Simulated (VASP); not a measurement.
Wanted: the native input for a VASP 6.6.1 run.

```yaml
Task: single point
Functional: PBE
Potentials_or_basis: VASP PAW PBE potentials, release 64 (Sn_d, Se)
Cutoff: 520 eV
k_mesh: 6 × 6 × 6
Occupations: gaussian, width 0.1 eV
Spin: no spin polarisation
Dipole_correction: no
Further_INCAR_settings: ALGO = Normal; EDIFF = 1e-07; NBANDS = 17
```

The structure of SnSe lies in POSCAR:

```
SnSe
1.0
    0.0000000000     -3.0100000000     -3.0100000000
    3.0100000000      0.0000000000     -3.0100000000
    3.0100000000     -3.0100000000      0.0000000000
Sn Se
1 1
Direct
    0.0000000000      0.0000000000      0.0000000000
    0.5000000000      0.5000000000      0.5000000000
```

Measurements of this composition are mostly on another form, of space group No. 62.

One way to write it, as run:

INCAR

```
SYSTEM = SnSe
PREC     = Accurate       ! precision mode
ENCUT    = 520            ! plane-wave cutoff, eV
EDIFF    = 1E-7           ! SCF threshold, eV
ISMEAR   = 0              ! smearing method
SIGMA    = 0.1            ! smearing width, eV
LREAL    = .FALSE.        ! projectors in reciprocal space
LASPH    = .TRUE.         ! aspherical terms in the spheres
NELM     = 100            ! most SCF steps
ALGO     = Normal         ! electronic algorithm
ISIF     = 2              ! what is computed and relaxed
LWAVE    = .FALSE.        ! write WAVECAR
LCHARG   = .FALSE.        ! write CHGCAR
GGA      = PE             ! functional
NBANDS   = 17             ! bands
```

KPOINTS

```
regular mesh
0
G
  6 6 6
  0 0 0
```

Potentials or basis: VASP PAW PBE potentials, release 64 (Sn_d, Se).

Launch:

```bash
$ cat potpaw_PBE.64/Sn_d/POTCAR potpaw_PBE.64/Se/POTCAR > POTCAR
$ mpirun -np 1 vasp_std > vasp.out
```

Results of the run:

```yaml
Pressure: 0.6 GPa
Band_gap_on_the_k_mesh: 0.58 eV, direct
```

Caveat: spin-orbit coupling is left out, which moves the levels of the heavy elements.

It took 20 s on 1 thread of Intel(R) Xeon(R) Platinum 8375C CPU @ 2.90GHz (Ice Lake), on a shared host, peak memory 0.17 GiB.
